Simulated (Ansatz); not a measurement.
SiC in the zincblende structure, relaxed with r2SCAN in Ansatz 0.2.0. Space group F-43m (No. 216), cubic; conventional cell a = 4.356 Å, 10.33 Å³ an atom. Si is surrounded by 4 C at 1.89 Å; C is surrounded by 4 Si at 1.89 Å.

The axes x, y and z are those of this cell:
```
CELL_PARAMETERS angstrom
0.00000 2.17805 2.17805
2.17805 0.00000 2.17805
2.17805 2.17805 0.00000
ATOMIC_POSITIONS crystal
Si 0.00000 0.00000 0.00000
C 0.25000 0.25000 0.25000
```

Unstrained: With PBE the valence top lies at Γ and the conduction bottom at X, 1.358 eV higher; the smallest vertical gap, at X, is 4.547 eV. With r2SCAN the valence top lies at Γ and the conduction bottom at X, 1.713 eV higher; the smallest vertical gap, at X, is 5.048 eV. The HSE06 gap is indirect, 2.227 eV (Γ to X), below the direct gap of 5.720 eV at X. Meshes: PBE 10×10×10, r2SCAN 10×10×10, HSE06 8×8×8. Strains are changes of length per length. After each strain the atoms were relaxed again with r2SCAN within the symmetry that the strain leaves, so tilts or polar shifts that break it weren't tested; points keep the names that they have in the unstrained zone. Spin-unpolarised throughout; all numbers are computed.

(1) Estimate what uniaxial -3.75 % along [111], other directions held does to the gap.

(2) Estimate what epitaxial -0.5 % in the plane normal to [111], free normal strain +0.11 % does to the gap.

(3) Apply uniaxial +3.17 % along z, other directions held. How far does the gap move, against the unstrained cell?

(4) Order the strained cells by their HSE06 gap, smallest first.
A. uniaxial -3.75 % along [111], other directions held
B. uniaxial +3.17 % along z, other directions held
C. epitaxial -0.5 % in the plane normal to [111]

Answers

(1) PBE: the gap goes from 1.358 to 1.020 eV (-0.338 eV); with r2SCAN the top three valence levels at Γ, degenerate before, become 1+2 from the top over 406 meV. r2SCAN: the gap goes from 1.713 to 1.373 eV (-0.340 eV). HSE06: the gap goes from 2.227 to 1.900 eV (-0.327 eV). The r2SCAN energy rises by 27.7 meV an atom.

(2) PBE: the gap goes from 1.358 to 1.330 eV (-0.028 eV); with r2SCAN the top three valence levels at Γ, degenerate before, become 2+1 from the top over 61 meV. r2SCAN: the gap goes from 1.713 to 1.686 eV (-0.027 eV). HSE06: the gap goes from 2.227 to 2.201 eV (-0.026 eV). The r2SCAN energy rises by 1.0 meV an atom.

(3) PBE: the gap goes from 1.358 to 1.224 eV (-0.134 eV); with r2SCAN the top three valence levels at Γ, degenerate before, become 2+1 from the top over 230 meV. r2SCAN: the gap goes from 1.713 to 1.565 eV (-0.148 eV). HSE06: the gap goes from 2.227 to 2.076 eV (-0.151 eV). The r2SCAN energy rises by 13.2 meV an atom.

(4) A (1.90 eV), B (2.08 eV), C (2.20 eV).

The meshes of the hybrids are coarse, so their gaps aren't converged to the digits shown.

The splittings at Γ are without spin-orbit coupling, which regroups them where it is of like size or larger.
